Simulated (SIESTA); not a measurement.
Input of a SIESTA 5.4.2 run:

The input SnTe.fdf:

```
SystemName                      SnTe
SystemLabel                     SnTe
NumberOfSpecies                 2
NumberOfAtoms                   2
%block ChemicalSpeciesLabel
  1  52 Te
  2  50 Sn
%endblock ChemicalSpeciesLabel

LatticeConstant                 1.0 Ang
%block LatticeVectors
     0.0000000000     3.1508500000     3.1508500000
     3.1508500000     0.0000000000     3.1508500000
     3.1508500000     3.1508500000     0.0000000000
%endblock LatticeVectors
AtomicCoordinatesFormat         Fractional
%block AtomicCoordinatesAndAtomicSpecies
     0.5000000000     0.5000000000     0.5000000000  1  Te
     0.0000000000     0.0000000000     0.0000000000  2  Sn
%endblock AtomicCoordinatesAndAtomicSpecies

%block kgrid.MonkhorstPack
    7   0   0  0.0
    0   7   0  0.0
    0   0   7  0.0
%endblock kgrid.MonkhorstPack
XC.Functional                   GGA
XC.Authors                      PBEsol
PAO.BasisSize                   DZP
PAO.EnergyShift                 0.003 Ry
Mesh.Cutoff                     500 Ry
OccupationFunction              FD
ElectronicTemperature           0.05 eV
MaxSCFIterations                120
SCF.MustConverge                false
SCF.Mixer.Method                Pulay
SCF.Mixer.Weight                0.25
SCF.Mixer.History               8
SCF.DM.Tolerance                5.0e-05
SCF.H.Tolerance                 1.0e-03 eV
WriteForces                     true
Charge.Mulliken                 end
Charge.Hirshfeld                end
Charge.Voronoi                  end
SaveRho                         true
SaveElectrostaticPotential      true
%block PAO.Basis
  Te 4
  n=5 0 2
    5.613 0.000
  n=5 1 2
    7.253 0.000
  n=4 2 2
    3.260 0.000
  n=5 2 1
    7.253
  Sn 4
  n=5 0 2
    6.406 0.000
  n=5 1 2
    8.599 0.000
  n=4 2 2
    3.767 0.000
  n=5 2 1
    8.599
%endblock PAO.Basis
```

Potentials or basis: PseudoDojo 0.4 standard (PBEsol files), DZP (energy shift 0.003 Ry; two zetas on semicore shells).

Command:

```sh
$ siesta SnTe.fdf > SnTe.out 2>&1
```

Q: Predict the Voronoi charges.

A: Te -0.13; Sn +0.13 e.

Q: Estimate the pressure.

A: 0.3 GPa.

Q: Estimate the Hirshfeld charges.

A: Te -0.10; Sn +0.10 e.

Caveat: the basis of atomic orbitals isn't converged, which shifts pressures, moduli and gaps. The run has no spin-orbit coupling, so splittings on Te are missing.
